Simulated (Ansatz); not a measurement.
# S: the cost of one run

Computed with Ansatz 0.2.0 (DFT PBEsol, scalar-relativistic, plane waves, PAW, unless a step's input says otherwise).

## 1. The starting structure

The structure is cubic, space group Fd-3m (No. 227). The conventional cell has a = 6.326 Å, b = 6.326 Å, c = 6.326 Å, α = 90.00°, β = 90.00°, γ = 90.00°. S (site symmetry -43m) has 4 S at 2.74 Å as nearest neighbours.

Structure file:

```cif
data_structure
_symmetry_space_group_name_H-M 'P 1'
_symmetry_Int_Tables_number 1
_cell_length_a 4.4732
_cell_length_b 4.4732
_cell_length_c 4.4732
_cell_angle_alpha 60.000
_cell_angle_beta 60.000
_cell_angle_gamma 60.000
_cell_volume 63.29
loop_
_atom_site_label
_atom_site_type_symbol
_atom_site_fract_x
_atom_site_fract_y
_atom_site_fract_z
_atom_site_occupancy
S1 S 0.50000 0.50000 0.50000 1
S2 S 0.75000 0.75000 0.75000 1
```

This is candidate A: diamond type (Fd-3m, No. 227).

(A quick probe on a coarse mesh, which set the mesh and smearing, is not shown.)

## 3. Rough relaxation on the coarse mesh (candidate A)

Contents of input.yaml:

```yaml
crystal:
  lattice:
    - [0.0, 3.1630560329, 3.1630560329]
    - [3.1630560329, 0.0, 3.1630560329]
    - [3.1630560329, 3.1630560329, 0.0]
  atoms:
    - { symbol: S, position: [0.5, 0.5, 0.5] }
    - { symbol: S, position: [0.75, 0.75, 0.75] }
basis:
  ecutwfc: 420
kpoints:
  mp_grid: { grid: [6, 6, 6] }
hamiltonian:
  xc: pbesol
scf:
  occupations: { method: gaussian, width: 0.1 }
  lower_state_search: "off"
output:
  forces: true
  stress: true
  eigenvalues: true
relax:
  adjacent_minimum: "off"
  f_tol: 0.04
  max_steps: 70
  cell: { stress_tol: 0.4 }
```

Started as:

```bash
$ ansatz run input.yaml --threads 4 --pin off --max-ram 8192MiB --backend cpu --events-out ev --progress --plain --runs-dir out
```

**Question.** How long does this run take on 4 threads of an x86-64 CPU, shared host, and how much memory does it need?

About 1.1 s, with a peak of 0.35 GiB.
